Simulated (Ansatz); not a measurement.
A plane-wave DFT run in Ansatz 0.2.0 (scalar-relativistic PAW potentials unless the input names others): input and command.

```yaml
crystal:
  lattice:
    - [3.1580007686, 5.4698177815, 0.0]
    - [6.3160015371, 0.0, 0.0]
    - [3.1580007686, 1.8232725938, -6.16333]
  atoms:
    - { symbol: W, position: [0.0, 0.0, 0.0] }
    - { symbol: W, position: [0.0, 0.5, 0.0] }
    - { symbol: W, position: [0.5, 0.0, 0.0] }
    - { symbol: W, position: [0.5, 0.5, 0.0] }
    - { symbol: S, position: [0.7335888193, 0.7670513358, 0.7323085092] }
    - { symbol: S, position: [0.7503, 0.2503, 0.7491] }
    - { symbol: S, position: [0.2503, 0.7503, 0.7491] }
    - { symbol: S, position: [0.2503, 0.2503, 0.7491] }
    - { symbol: S, position: [0.581, 0.581, 0.257] }
    - { symbol: S, position: [0.581, 0.081, 0.257] }
    - { symbol: S, position: [0.081, 0.581, 0.257] }
    - { symbol: S, position: [0.081, 0.081, 0.257] }
basis:
  ecutwfc: 420
kpoints:
  mp_grid: { grid: [6, 6, 6] }
hamiltonian:
  xc: pbesol
scf:
  occupations: { method: gaussian, width: 0.05 }
  convergence: { dr2_threshold: 1.0e-11 }
output:
  forces: true
  eigenvalues: true
  stress: true
```

```bash
ansatz run input.yaml --threads 2 --pin off --max-ram 5120MiB --backend cpu --events-out ev --progress --plain --runs-dir out
```

Abridged log:
```
Pseudopotentials: kind: paw
Pseudopotential: W, paw, valence charge 14, recommended cutoff 420 eV (normal)
Pseudopotential: S, paw, valence charge 6, recommended cutoff 420 eV (normal)
Functional definition: PBEsol
Crystal: 12 atoms, lattice volume = 212.927 Å³
Basis set: ecut = 420 eV, 4137 PW (Γ), exchange–correlation on 90×90×96 points (8 copies of the dense FFT grid, shifted against one another)
Bands: 64, of which v1, the nominal top of the filled ones, is band 52 counted from 1 (51 counted from 0)
Symmetry: 2 space group operations
Space group: Cm (ITA 8), of the structure as read, at distance tolerance 6.0e-5 Å
k-points: 68 of 216 (time reversal used)
Initial density: superposition of atomic densities (neutral atoms: chi_scale 0, normalization atom), corrected by the library's trained network
Initial wavefunctions: pseudopotential atomic-orbital guess
Functional: x = pbesol(κ = 0.804, μ = 0.12345679), c = pbesol(β = 0.046)
SCF iter   1: F=—  HF=-48116.149662 eV  |F-HF|=—  |Δ(HF+E_count)|=         —  Δρ=8.25e-3  dr2=2.30e-1  ethr=1.77e-3  ⟨swp⟩=6.1  Hψ=18096  notcnv=0
SCF iter   2: F=—  HF=-48116.122416 eV  |F-HF|=—  |Δ(HF+E_count)|=   2.72e-2  Δρ=3.17e-3  dr2=1.21e-2  ethr=2.21e-4  ⟨swp⟩=2.8  Hψ=7092  notcnv=0  defer=335
SCF iter   3: F=—  HF=-48116.125501 eV  |F-HF|=—  |Δ(HF+E_count)|=   3.09e-3  Δρ=1.78e-3  dr2=3.76e-3  ethr=1.17e-5  ⟨swp⟩=2.4  Hψ=5992  notcnv=0  defer=267
automatic band count: iteration 3 solves 63 bands in place of 64: the levels show a gap, and the empty bands left out lie too high to hold charge; the band table lists the bands solved (type scf.n_extra_bands for more)
SCF iter   4: F=—  HF=-48116.127150 eV  |F-HF|=—  |Δ(HF+E_count)|=   1.65e-3  Δρ=4.39e-4  dr2=5.20e-4  ethr=3.61e-6  ⟨swp⟩=2.0  Hψ=5932  notcnv=0  defer=267
SCF iter   5: F=—  HF=-48116.127242 eV  |F-HF|=—  |Δ(HF+E_count)|=   9.20e-5  Δρ=1.52e-4  dr2=1.28e-4  ethr=5.00e-7  ⟨swp⟩=2.0  Hψ=5881  notcnv=0  defer=267
SCF iter   6: F=—  HF=-48116.127251 eV  |F-HF|=—  |Δ(HF+E_count)|=   8.20e-6  Δρ=3.50e-5  dr2=6.07e-6  ethr=1.23e-7  ⟨swp⟩=2.0  Hψ=5377  notcnv=0  defer=267
SCF iter   7: F=—  HF=-48116.127335 eV  |F-HF|=—  |Δ(HF+E_count)|=   8.49e-5  Δρ=1.06e-5  dr2=4.43e-7  ethr=5.84e-9  ⟨swp⟩=2.0  Hψ=6263  notcnv=0  defer=267
SCF iter   8: F=—  HF=-48116.127336 eV  |F-HF|=—  |Δ(HF+E_count)|=   3.25e-7  Δρ=5.23e-6  dr2=1.40e-7  ethr=4.26e-10  ⟨swp⟩=2.0  Hψ=6464  notcnv=0  defer=267
SCF iter   9: F=—  HF=-48116.127336 eV  |F-HF|=—  |Δ(HF+E_count)|=  8.00e-10  Δρ=2.63e-6  dr2=3.47e-8  ethr=1.34e-10  ⟨swp⟩=2.0  Hψ=5892  notcnv=0  defer=267
SCF iter  10: F=—  HF=-48116.127336 eV  |F-HF|=—  |Δ(HF+E_count)|=  5.60e-10  Δρ=7.43e-7  dr2=1.80e-9  ethr=3.34e-11  ⟨swp⟩=2.0  Hψ=5344  notcnv=0  defer=267
SCF iter  11: F=—  HF=-48116.127336 eV  |F-HF|=—  |Δ(HF+E_count)|=   1.45e-9  Δρ=2.34e-7  dr2=2.10e-10  ethr=1.73e-12  ⟨swp⟩=2.0  Hψ=6127  notcnv=0  defer=267
SCF iter  12: F=—  HF=-48116.127336 eV  |F-HF|=—  |Δ(HF+E_count)|=  7.28e-11  Δρ=8.71e-8  dr2=4.11e-11  ethr=1.00e-12  ⟨swp⟩=2.3  Hψ=5096  notcnv=0  defer=267
SCF iter  13: F=-48116.127336 eV  HF=-48116.127336 eV  |F-HF|=2.91e-11  |Δ(HF+E_count)|=  1.46e-11  Δρ=2.14e-8  dr2=1.89e-12  ethr=1.00e-12  ⟨swp⟩=11.3  Hψ=22143  notcnv=0
SCF 1 converged in 13 iterations: F = -48116.127336 eV  dr2 = 1.89e-12
SCF converged after 13 iterations
Free energy (F): -48116.127336 eV
Harris-Foulkes:  -48116.127336 eV  (|F-HF|=2.91e-11)
Internal energy: -48116.127336 eV  (E = F + TS)
E sigma→0 (E₀):  -48116.127336 eV
Fermi energy:    12.092969 eV
--- Forces (eV/Å), atoms counted from 1 ---
  atom   1  W      0.00000000     0.00925837    -0.52000904
  atom   2  W      0.00000000    -0.82356334     0.12164826
  atom   3  W     -0.14408477    -0.09730752    -0.26750593
  atom   4  W      0.14408477    -0.09730752    -0.26750593
  atom   5  S      0.00000000     1.22697385    -1.21558388
  atom   6  S      0.00000000     0.01513480     0.16521513
  atom   7  S     -0.09734706    -0.13282029     0.15406136
  atom   8  S      0.09734706    -0.13282029     0.15406136
  atom   9  S      0.00000000     0.02826975     0.54703925
  atom  10  S      0.00000000    -0.01164228     0.36349254
  atom  11  S     -0.06847193     0.00791223     0.38254379
  atom  12  S      0.06847193     0.00791223     0.38254379
--- Stress (GPa, compression-positive) ---
       -1.529686       0.000000       0.000000
        0.000000      -1.806546       1.095353
        0.000000       1.095353      -2.042328
  P = ⅓ Tr σ = -1.7929 GPa (-17.929 kbar)
```

Apart from outputs and empty bands, the input differs from a reference run on usual settings in scf.convergence.dr2_threshold: not typed → 1e-11. The reference, at the same geometry (not necessarily relaxed), gave pressure -1.79 GPa, largest force 1.727 eV/Å, gap on the mesh 0.94 eV. This run converged in 13 SCF iterations (reference: 9) with an energy at zero smearing within 0.01 meV/atom of the reference's, pressure -1.79 GPa, largest force 1.727 eV/Å, gap on the mesh 0.94 eV.

It took 21 s on 2 threads of Intel(R) Xeon(R) 6975P-C (Granite Rapids) (shared host), peak memory 0.95 GiB.